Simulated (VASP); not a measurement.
Runs of VASP 6.6.1 on SiC (Moissanite 6H). The structure is hexagonal, space group P6_3mc (No. 186). The conventional cell has a = 3.080 Å, b = 3.080 Å, c = 15.112 Å, α = 90.00°, β = 90.00°, γ = 120.00°. Si (site symmetry 3m) is surrounded by 4 C at 1.89 Å. Si (site symmetry 3m) is surrounded by 4 C at 1.89 Å. Si (site symmetry 3m) is surrounded by 4 C at 1.88 to 1.89 Å. C (site symmetry 3m) is surrounded by 4 Si at 1.88 to 1.89 Å. Around C (site symmetry 3m) lie 4 Si at 1.89 Å. C (site symmetry 3m) has 4 Si at 1.89 Å as nearest neighbours. 

```tsv
task	level	potentials or basis	cell	k mesh	cutoff (eV)	grid for exact exchange (PRECFOCK)	screening parameter	gap on the mesh (eV)	pressure (GPa)	relaxed volume (Å³/atom)	largest force (eV/Å)
band structure	HSE06	VASP PAW PBE potentials, release 64 (Si, C)	P6_3mc, 10.34 Å³/atom	6 × 6 × 1	520	Fast	0.2 1/A	2.94	(c)	-	(a)
relaxation of cell and atoms	PBE+D3(BJ)	VASP PAW PBE potentials, release 64 (Si, C)	relaxed	12 × 12 × 2	600	-	-	2.02	-0.1	10.27	0.01
relaxation of cell and atoms	PBEsol	VASP PAW PBE potentials, release 64 (Si, C)	relaxed	12 × 12 × 2	600	-	-	1.91	0.0	10.34	-
relaxation of cell and atoms	LDA	VASP PAW LDA potentials, release 64 (Si, C)	relaxed	12 × 12 × 2	600	-	-	1.97	-0.1	(b)	0.01
band structure	PBE	VASP PAW PBE potentials, release 64 (Si, C)	P6_3mc, 10.34 Å³/atom	6 × 6 × 1	520	Fast	-	2.02	3.2	-	0.01
```

Alike in all rows: no spin polarisation; smearing gaussian 0.03 eV.

Task: Fill in the values left out.

Result: (a) 0.02; (b) 10.15; (c) -1.8.

Caveats: the PAW data sets were made with another functional, which shifts forces and pressure a little (some runs).

A k mesh can miss the band edges.
